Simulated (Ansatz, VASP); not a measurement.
MoS2 in VASP and in Ansatz

```
Mo S
1.0
     3.17302    0.00000    0.00000
    -1.58651    2.74792    0.00000
     0.00000    0.00000   12.43590
Mo S
2 4
Direct
  0.33333 0.66667 0.25000
  0.66667 0.33333 0.75000
  0.66667 0.33333 0.37510
  0.66667 0.33333 0.12490
  0.33333 0.66667 0.87510
  0.33333 0.66667 0.62490
```

Alike in both runs: task single point; functional PBE; k mesh 9 × 9 × 2; no spin polarisation.

|  | VASP | Ansatz |
| --- | --- | --- |
| version | VASP 6.6.1 | Ansatz 0.2.0 |
| potentials or method | VASP PAW PBE potentials, release 64 (Mo_sv, S) | plane waves, PAW |
| plane-wave cutoff (eV) | 520 | 420 |
| occupations | gaussian, width 0.01 eV | fixed |
| valence electrons in the cell | 52 | 52 |

|  | VASP | Ansatz | Ansatz less VASP |
| --- | --- | --- | --- |
| gap on the k mesh at the Fermi level (eV) | 1.02 | 1.01 | -0.014 |

Caveats: an odd mesh through Γ misses points on the zone boundary, where band edges often lie. A hybrid or GW would open this gap; PBE tends to underestimate it.
